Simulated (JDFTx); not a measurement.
Crystal: Pb.

```
Pb
1.0
    -1.97966    1.97966    1.97966
     1.97966   -1.97966    1.97966
     1.97966    1.97966   -1.97966
Pb
1
Direct
  0.00000 0.00000 0.00000
```

This isn't the form of Pb at room conditions, which is fcc.

```yaml
Program: JDFTx 1.7.0 (patched build)
Task: relaxation of cell and atoms
Functional: TPSS
Potentials_or_basis: SG15-PBE-1.2 with smoothed tails
Cutoff: 1088 eV
Density_cutoff: 4354 eV
k_mesh: 4 × 4 × 4
Occupations: fermi-dirac, width 0.05 eV
Spin: no spin polarisation
```

At the start: pressure -1.9 GPa; volume 31.03 Å³/atom.

Where does the relaxation end?

Over 5 steps the energy falls by 8.2 meV/atom and the volume is 29.72 Å³/atom (-4.2 %); space group Im-3m (No. 229, to 0.05 Å).

Step by step:
```csv
step,energy change (eV),largest force (eV/Å),pressure (GPa),volume (Å³)
1,0.0000,0.0000,-1.92,31.03
2,-0.0028,0.0000,-1.59,30.78
3,-0.0082,0.0000,0.08,29.67
4,-0.0082,0.0000,0.00,29.72
5,-0.0082,0.0000,0.00,29.72
```

Final structure:
```yaml
crystal:
  lattice:
    - [-1.95134, 1.95134, 1.95134]
    - [1.95134, -1.95134, 1.95134]
    - [1.95134, 1.95134, -1.95134]
  atoms:
    - { symbol: Pb, position: [0.00000, 0.00000, 0.00000] }
```

Caveat: the k mesh is coarse (spacing up to 0.56 Å⁻¹), so the values aren't converged; meta-GGA forces are noisy on this grid; the potentials were made for another functional, which shifts forces and pressure.
